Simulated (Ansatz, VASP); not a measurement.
# Cross-check of P (ladder P chain) between VASP and Ansatz

Aim: how closely do two programs agree when they are given the same cell, functional and k mesh? The structure shown is the start of the Ansatz relaxation below; VASP solves that cell, so the two are compared at the walk's first step. Other levels of theory on this material are compared in a session of their own.

Program: Ansatz 0.2.0. Level of theory: plane waves, with VASP 6.6.1 beside it; single point at r2SCAN. Results are calculated unless marked as measured.

## (1) Set-up

The cell holds 2 atoms: 2 P. Cell: a = 9.000 Å, b = 7.500 Å, c = 2.094 Å, α = 90.0°, β = 90.0°, γ = 90.0°. Vacuum lies along a and b. The structure's axis is c.

## (2) Ansatz: relaxation, r2SCAN

Ansatz runs on its default PAW (the set named soft_2) files.

The two programs are compared at the cell with which this relaxation starts, whose forces are those of its first step.

Contents of input.yaml:

```yaml
crystal:
  lattice:
    - [9.0, 0.0, 0.0]
    - [0.0, 7.5, 0.0]
    - [0.0, 0.0, 2.09399]
  atoms:
    - { symbol: P, position: [0.400608889, 0.5, 0.0], spin: 0.3 }
    - { symbol: P, position: [0.599391111, 0.5, 0.5], spin: 0.3 }
magnetization:
  spin_polarized: true
kpoints:
  mp_grid: { grid: [1, 1, 39] }
scf:
  occupations: { method: fermi_dirac, width: 0.05 }
hamiltonian:
  xc: r2scan
relax:
  cell: { fix: [a, b, alpha, beta, gamma] }
  max_steps: 60
```

The run is started by

```bash
$ ansatz run input.yaml --threads 4 --pin off --max-ram 8192MiB --backend cpu --events-out ev --progress --plain --runs-dir out
```

Numbers of over 12 decimals in the logs are rounded to 6 here.

The log of the run:

```text
Engine: ansatz 0.2.0, aarch64-unknown-linux-gnu
Pseudopotentials: kind: paw
Pseudopotential: P, paw, valence charge 5, recommended cutoff 500 eV (meta_gga), P.paw.azcp
Functional definition: r2SCAN
  parameter k0 = 0.174
  parameter k1 = 0.065
  parameter a1 = 4.9479
  exchange = r2scan_x(k0 = k0, k1 = k1, a1 = a1)
  correlation = r2scan_c
Crystal: 2 atoms, lattice volume = 141.344 Å³
Basis set: ecut = 500 eV, 3589 PW (Γ), exchange–correlation on 288×240×64 points (64 copies of the dense FFT grid, shifted against one another)
Bands: 10, of which v1, the nominal top of the filled ones, is band 5 counted from 1 (4 counted from 0)
Symmetry: 8 space group operations
Space group: Pmma (ITA 51), of the structure as read, at distance tolerance 5.2e-5 Å
Magnetic group: BNS 51.289 (UNI 387), of the structure as read, at distance tolerance 5.2e-5 Å
k-points: 20 of 39
Non-local potential: P, projectors of the file, l = 0: 2, l = 1: 2, l = 2: 2
PAW form: soft (Blöchl's): semilocal exchange-correlation on the pseudo side does not see the compensation charge
PAW frozen core: P, regenerated for the run's functional (the file was generated under x = pbe(κ = 0.804, μ = 0.219515), c = pbe(β = 0.066725))
PAW one-centre angular grid: P, 302 points (default); XC on 160 Gauss nodes
Initial density: superposition of atomic densities (neutral atoms: chi_scale 0, normalization atom)
Starting moments: Σ|m| = 0.6 μB on 2 of 2 sites
Initial wavefunctions: pseudopotential atomic-orbital guess
Functional: x = r2scan, c = r2scan; τ floored in thin density (d = 2e-4 eV/Å³)
SCF iter   1: F=—  HF=-1515.431038 eV  |F-HF|=—  |Δ(HF+E_count)|=         —  Δρ=1.21e-2 (↑8.48e-3 ↓1.21e-2)  dr2=1.11e0  dr2_τ=2.26e-2  dr2_m=2.05e-2  M=0.158 μB ∫|m|=0.159 μB  β_m=0.30  ethr=3.10e-3  ⟨swp⟩=8.6  Hψ=3944  notcnv=0
preconditioner: auto → none  [insulator: Δε(μ)=0.225 eV  Ē_g=10.469 eV  σ=0.050 eV  W_gap=0.55  n_scr=16 (ndim 8)  ℏωp=9.0 eV  f_vac=0.568  D(μ)=0.71/eV (n_scr^D=4)  ε∞_Penn≈1.7]
SCF iter   2: F=—  HF=-1515.146128 eV  |F-HF|=—  |Δ(HF+E_count)|=   2.85e-1  Δρ=6.42e-3 (↑5.06e-3 ↓6.42e-3)  dr2=1.71e-1  dr2_τ=7.00e-4  dr2_m=9.15e-3  M=0.168 μB ∫|m|=0.168 μB  β_m=0.30  ethr=3.10e-3  ⟨swp⟩=3.4  Hψ=1120  notcnv=0  defer=19  κ⁻¹=1.0e0(r=1)
preconditioner: auto → LDOS  [metal: Δε(μ)=0.102 eV  Ē_g=10.289 eV  σ=0.050 eV  W_gap=0.44  n_scr=16 (ndim 8)  ℏωp=9.1 eV  f_vac=0.582  D(μ)=0.74/eV (n_scr^D=4)]
spin=Collinear: LDOS preconditioning applied to the charge; magnetization (m = ρ↑ − ρ↓) channel mixes plain (no charge-response kernel on spin).
SCF iter   3: F=—  HF=-1515.127764 eV  |F-HF|=—  |Δ(HF+E_count)|=   1.84e-2  Δρ=3.51e-3 (↑3.23e-3 ↓3.51e-3)  dr2=3.52e-2  dr2_τ=2.16e-4  dr2_m=4.68e-3  M=0.162 μB ∫|m|=0.163 μB  β_m=0.30  ethr=1.71e-3  ⟨swp⟩=3.5  Hψ=772  notcnv=0  defer=19  κ⁻¹=1.5e-2(r=2)
SCF iter   4: F=—  HF=-1515.133141 eV  |F-HF|=—  |Δ(HF+E_count)|=   5.38e-3  Δρ=1.85e-3 (↑1.73e-3 ↓1.85e-3)  dr2=2.76e-3  dr2_τ=4.37e-5  dr2_m=3.48e-3  M=0.126 μB ∫|m|=0.127 μB  β_m=0.30  ethr=3.52e-4  ⟨swp⟩=3.7  Hψ=842  notcnv=0  defer=19  κ⁻¹=1.6e-4(r=3)
SCF iter   5: F=—  HF=-1515.137742 eV  |F-HF|=—  |Δ(HF+E_count)|=   4.60e-3  Δρ=1.52e-3 (↑1.52e-3 ↓1.24e-3)  dr2=2.21e-3  dr2_τ=1.71e-5  dr2_m=2.23e-3  M=0.108 μB ∫|m|=0.109 μB  β_m=0.30  ethr=2.76e-5  ⟨swp⟩=2.8  Hψ=948  notcnv=0  defer=20  κ⁻¹=1.2e-4(r=4)
SCF iter   6: F=—  HF=-1515.139464 eV  |F-HF|=—  |Δ(HF+E_count)|=   1.72e-3  Δρ=1.06e-3 (↑1.05e-3 ↓1.06e-3)  dr2=1.85e-5  dr2_τ=7.83e-6  dr2_m=1.44e-3  M=0.095 μB ∫|m|=0.096 μB  β_m=0.30  ethr=2.21e-5  ⟨swp⟩=2.6  Hψ=741  notcnv=0  defer=18  κ⁻¹=9.4e-6(r=5)
SCF iter   7: F=—  HF=-1515.140838 eV  |F-HF|=—  |Δ(HF+E_count)|=   1.37e-3  Δρ=8.80e-4 (↑8.80e-4 ↓8.58e-4)  dr2=1.37e-5  dr2_τ=4.72e-6  dr2_m=9.75e-4  M=0.081 μB ∫|m|=0.082 μB  β_m=0.30  ethr=1.85e-7  ⟨swp⟩=2.8  Hψ=828  notcnv=0  defer=18  κ⁻¹=1.9e-6(r=6)
SCF iter   8: F=—  HF=-1515.141737 eV  |F-HF|=—  |Δ(HF+E_count)|=   8.98e-4  Δρ=7.26e-4 (↑7.10e-4 ↓7.26e-4)  dr2=1.17e-5  dr2_τ=3.47e-6  dr2_m=6.66e-4  M=0.070 μB ∫|m|=0.071 μB  β_m=0.57  ethr=1.37e-7  ⟨swp⟩=2.4  Hψ=717  notcnv=0  defer=19
Mixer restart at iter 8: flushing history
spin-set hold released at iteration 8 (site moments contracting): the magnetisation degrees of freedom join the quasi-Newton model from the next iteration; the mixer history was flushed
SCF iter   9: F=—  HF=-1515.142818 eV  |F-HF|=—  |Δ(HF+E_count)|=   1.08e-3  Δρ=4.94e-4 (↑4.94e-4 ↓4.94e-4)  dr2=1.12e-5  dr2_τ=4.22e-6  dr2_m=3.14e-4  M=0.052 μB ∫|m|=0.053 μB  β_m=1.20  ethr=1.17e-7  ⟨swp⟩=3.2  Hψ=701  notcnv=0  defer=19  κ⁻¹=1.0e0(r=1)
SCF iter  10: F=—  HF=-1515.143759 eV  |F-HF|=—  |Δ(HF+E_count)|=   9.41e-4  Δρ=9.69e-5 (↑9.69e-5 ↓8.14e-5)  dr2=3.99e-6  dr2_τ=5.24e-7  dr2_m=9.02e-6  M=0.008 μB ∫|m|=0.009 μB  β_m=0.30  ethr=1.12e-7  ⟨swp⟩=3.3  Hψ=820  notcnv=0  defer=19  κ⁻¹=1.4e-2(r=2)
[...]
SCF 6 converged in 7 iterations: F = -1516.149634 eV  dr2 = 1.01e-10
relax step   6: F+E_penalty+E_count = -1516.14963392 eV  Δ(F+E_penalty+E_count) = -1.956e-4 eV  max|allowed force component| = 1.619e-2 eV/Å  Δτ_max = 0.0035 Å  P = +0.032 GPa  Ω = 153.764 Å³  energy of the carried Pulay correction = -3.548e-4 eV  fix = [a, b, alpha, beta, gamma]  reactions: a -0.031, b +0.131 GPa  (7 SCF iters, dr2 threshold 2.00e-7 eV, accepted)
[...]
relax step   7: F+E_penalty+E_count = -1516.14964516 eV  Δ(F+E_penalty+E_count) = -1.123e-5 eV  max|allowed force component| = 2.365e-4 eV/Å  Δτ_max = 0.0007 Å  P = +0.021 GPa  Ω = 153.762 Å³  energy of the carried Pulay correction = -3.548e-4 eV  fix = [a, b, alpha, beta, gamma]  reactions: a -0.066, b +0.131 GPa  (7 SCF iters, dr2 threshold 1.64e-8 eV, accepted)
[...]
relax step   8: F+E_penalty+E_count = -1516.14989853 eV  Δ(F+E_penalty+E_count) = -2.534e-4 eV  max|allowed force component| = 2.608e-4 eV/Å  Δτ_max = 0.0000 Å  P = +0.020 GPa  Ω = 153.762 Å³  fix = [a, b, alpha, beta, gamma]  reactions: a -0.067, b +0.131 GPa  stress off target by 4.21e-3 GPa on what of the cell is left free  SCF on the basis re-selected at this cell (its energy is not comparable with the rows above)  (6 SCF iters)
basis re-selected at this cell: Δ(F+E_penalty+E_count) = -2.534e-4 eV, ΔP = -0.001 GPa vs the last step (what re-selecting the basis moved, of the pressure what is left beyond the Pulay correction that the steps carried, after the strain that the cell walked since its last selection, with what the two solves' SCF thresholds leave and, on support functions, any second-order correction that the steps lacked; it is no measure of the basis error at this ecutwfc). The dense FFT grid was sized anew with the basis: this SCF ran on 72×60×18 points, the steps before it on 72×60×16, so part of this shift can come from that change (see relax.cell in the input reference). [rest of the remark cut]
SCF converged after 6 iterations
Stability not checked: this state was not tested for a lower state beside it, because the mixer in use, unlike msr1, does not test its closes by its own steps (another_mixer; see scf.mixing.algorithm and scf.lower_state_search)
Magnetization: 0.0000 μB (5.0000 up, 5.0000 down)
Absolute magnetization: 0.0000 μB (∫|ρ↑−ρ↓|, with the PAW one-centre terms)
Spin contamination: 0.0000 ħ² per cell (⟨S²⟩ above its minimum at these occupations)
Per-site moments (μB) at R_I (Å): [(1.5306282546274387e-8, 0.939658302365), (1.5306282555335932e-8, 0.939658302365)]
Free energy (F): -1516.149899 eV
Harris-Foulkes:  -1516.149899 eV  (|F-HF|=4.58e-10)
Internal energy: -1516.143068 eV  (E = F + TS)
E sigma→0 (E₀):  -1516.146483 eV
Entropy (-TS):   -0.006831 eV (-3.415 meV/atom)
Fermi energy:    -1.889102 eV
--- Per-component energies (eV) ---
  E_band       = -82.601970
  E_kinetic    = 137.864929
  E_local      = -774.272876  (includes V_loc(G=0)·N_el)
  E_nonlocal   = 66.418578
  E_hartree    = 312.230568
  E_xc         = -114.359039
  E_vxc        = -128.286857  (∫ρ·V_xc dr)
  E_paw        = -1151.426957  (= ΣΔE_a)
  E_vpaw       = -15.651952  (= ΣTr[D̂ρ^β])
  E_aug_tail   = 0.000001  (compensation charges beyond the density's cutoff)
  E_vtau       = 6.865041  (kinetic-family band-sum trace: ∫τ·v_τ [+ j·A + Jᵃ·Aᵃ] dr)
  E_ewald      = 7.583412
  E_core_change = -0.181684  (= ΣΔE_core)
  E_smearing   = -0.006831  (= −TS)
  E_closure    = -0.000000  (closes the sum)
  Σ components = -1516.149899   (vs F -1516.149899, Δ=0.00e0)
--- Forces (eV/Å), atoms counted from 1 ---
  atom   1  P      0.00026083    -0.00000000    -0.00000000
  atom   2  P     -0.00026083     0.00000000     0.00000000
  max |Σ_I F_I| component: 0.00e0 eV/Å
--- Stress (GPa, compression-positive) ---
       -0.067151      -0.000000       0.000000
       -0.000000       0.130577      -0.000000
        0.000000      -0.000000      -0.004209
  P = ⅓ Tr σ = 0.0197 GPa (0.197 kbar)
--- Relaxed structure (7 steps of the walk, 7 accepted, 1 SCFs on fresh bases) ---
  F+E_penalty+E_count = -1516.14989853 eV   max|allowed force component| = 2.608e-4 eV/Å   (the final SCF, on the basis selected at the relaxed cell)
  cell:  # Å, volume = 153.7623 Å³
    - [9.0, 0, 0]
    - [0, 7.5, 0]
    - [0, 0, 2.277960]
  atoms:
    - { symbol: P, position: [0.385306, 0.5, 0] }
    - { symbol: P, position: [0.614694, 0.5, 0.5] }
```

## (3) VASP: single point, r2SCAN, start cell

The same cell, functional, mesh and smearing now go to VASP, with its own data sets.

Lines of VASP's logs that name or quote its potential files are left out, and so is its time.

Contents of INCAR:

```
SYSTEM = P
PREC = Accurate
ENCUT = 440
EDIFF = 1E-06
NELM = 200
ISMEAR = -1
SIGMA = 0.05
LREAL = .FALSE.
ALGO = Normal
METAGGA = R2SCAN
LASPH = .TRUE.
NBANDS = 12
ISPIN = 2
MAGMOM = 0 0
LORBIT = 11
LWAVE = .FALSE.
LCHARG = .FALSE.
ISIF = 2
GGA_COMPAT = .FALSE.
LMIXTAU = .TRUE.
KPAR = 2
```

Contents of POSCAR:

```
P
1.0
    9.0000000000      0.0000000000      0.0000000000
    0.0000000000      7.5000000000      0.0000000000
    0.0000000000      0.0000000000      2.0939900000
P
2
Direct
    0.4006088889      0.5000000000      0.0000000000
    0.5993911111      0.5000000000      0.5000000000
```

Contents of KPOINTS:

```
Automatic mesh
0
Gamma
1 1 39
0 0 0
```

PAW data sets: P (PBE family, release 64).

The run is started by

```bash
$ mpirun -np 2 vasp_std
```

The log of the run:

```text
[banner, memory and clock lines left out]
running    2 mpi-ranks, on    1 nodes
 distrk:  each k-point on    1 cores,    2 groups
 distr:  one band on    1 cores,    1 groups

 POSCAR found type information on POSCAR P
 POSCAR found :  1 types and       2 ions
|                                                                             |
|               ----> ADVICE to this user running VASP <----                  |
|                                                                             |
|     You enforced a specific xc type in the INCAR file but a different       |
|     [... a line on the potential file left out ...]
|     I HOPE YOU KNOW WHAT YOU ARE DOING!                                     |
|                                                                             |

 LDA part: xc-table for (None), standard interpolation
 POSCAR, INCAR and KPOINTS ok, starting setup
 FFT: planning ... GRIDC
 FFT: planning ... GRID_SOFT
 FFT: planning ... GRID
 WAVECAR not read
 entering main loop
       N       E                     dE             d eps       ncg     rms          rms(c)
DAV:   1     0.451726499728E+02    0.45173E+02   -0.34030E+03   960   0.527E+02
DAV:   2    -0.128634830263E+02   -0.58036E+02   -0.48533E+02  1412   0.108E+02
DAV:   3    -0.170535388642E+02   -0.41901E+01   -0.41450E+01  1320   0.342E+01
DAV:   4    -0.171098740684E+02   -0.56335E-01   -0.56306E-01  1260   0.473E+00
DAV:   5    -0.171110142105E+02   -0.11401E-02   -0.11401E-02  1352   0.606E-01    0.131E+01
DAV:   6    -0.159567282451E+02    0.11543E+01   -0.94867E-01  1176   0.456E+00    0.804E+00
DAV:   7    -0.139567225019E+02    0.20000E+01   -0.37104E-01  1200   0.368E+00    0.745E-01
DAV:   8    -0.147851522589E+02   -0.82843E+00   -0.45999E-01  1060   0.374E+00    0.679E-01
DAV:   9    -0.147523546832E+02    0.32798E-01   -0.21491E-02  1024   0.104E+00    0.444E-01
DAV:  10    -0.147580309752E+02   -0.56763E-02   -0.18230E-02   992   0.104E+00    0.202E-01
DAV:  11    -0.148815388354E+02   -0.12351E+00   -0.51142E-02  1004   0.142E+00    0.132E-01
DAV:  12    -0.147916580852E+02    0.89881E-01   -0.26962E-02   984   0.984E-01    0.526E-02
DAV:  13    -0.147978718767E+02   -0.62138E-02   -0.54345E-03   968   0.537E-01    0.290E-02
DAV:  14    -0.147980474455E+02   -0.17557E-03   -0.77008E-04  1012   0.206E-01    0.330E-02
[...]
DAV:  18    -0.148004927080E+02   -0.11418E-02   -0.10311E-03  1056   0.229E-01    0.950E-03
DAV:  19    -0.148007168242E+02   -0.22412E-03   -0.11780E-04  1152   0.870E-02    0.107E-02
DAV:  20    -0.148008881503E+02   -0.17133E-03   -0.87387E-05   984   0.672E-02    0.473E-03
DAV:  21    -0.148009677206E+02   -0.79570E-04   -0.32329E-05   960   0.436E-02    0.370E-03
DAV:  22    -0.148009324670E+02    0.35254E-04   -0.69660E-06  1036   0.244E-02    0.234E-03
DAV:  23    -0.148009739882E+02   -0.41521E-04   -0.80058E-06   972   0.225E-02    0.156E-03
DAV:  24    -0.148009791490E+02   -0.51609E-05   -0.49924E-07  1108   0.603E-03    0.979E-04
DAV:  25    -0.148009786350E+02    0.51405E-06   -0.15359E-06  1028   0.964E-03
   1 F= -.14800979E+02 E0= -.14795534E+02  d E =-.108902E-01  mag=    -0.0000
```

(Continued in part 2 of 2.)

[Lines on the potential files, build, host, timing and source positions are cut from VASP's logs without a mark.]

[Logs are printed without paths, hosts, clocks, repeated set-up lines and the standing remarks that a program may print on its own settings, such as how far it seeks lower states.]

[Hosts, paths, dates, database ids (printed as entryN), source tags and the programs' standing remarks are cut or masked in the printed files.]
